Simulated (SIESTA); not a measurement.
Crystal: TiAl3.

```xyz
4
Lattice="-1.9111 1.9111 4.2807 1.9111 -1.9111 4.2807 1.9111 1.9111 -4.2807" Properties=species:S:1:pos:R:3 pbc="T T T"
Ti    0.0000    0.0000    0.0000
Al    1.9111    0.0000    2.1403
Al    0.0000    1.9111    2.1403
Al    0.0000    0.0000    4.2807
```

The cell comes from a database or a generator and needn't be the stable form of this composition.

Base run:

```yaml
Program: SIESTA 5.4.2
Functional: PBEsol
Potentials_or_basis: PseudoDojo 0.4 standard (PBEsol files)
Basis: DZP (energy shift 0.003 Ry; two zetas on semicore shells)
Grid_cutoff: 800 Ry
Energy_shift: 0.003 Ry
k_mesh: 10 × 10 × 10
Occupations: fermi-dirac, width 0.05 eV
Spin: no spin polarisation
```

Its results: band gap on the k mesh none (metal or under the smearing width); pressure -0.1 GPa.

The run is repeated on the same cell with these changes: functional from PBEsol to PBE; potentials or basis from PseudoDojo 0.4 standard (PBEsol files) to PseudoDojo 0.4 standard (PBE files). What comes out?

Band gap on the k mesh none (metal or under the smearing width); pressure 2.5 GPa.

Caveats: the basis of atomic orbitals isn't converged, which shifts pressures, moduli and gaps.

Not every run made on this cell is shown here.
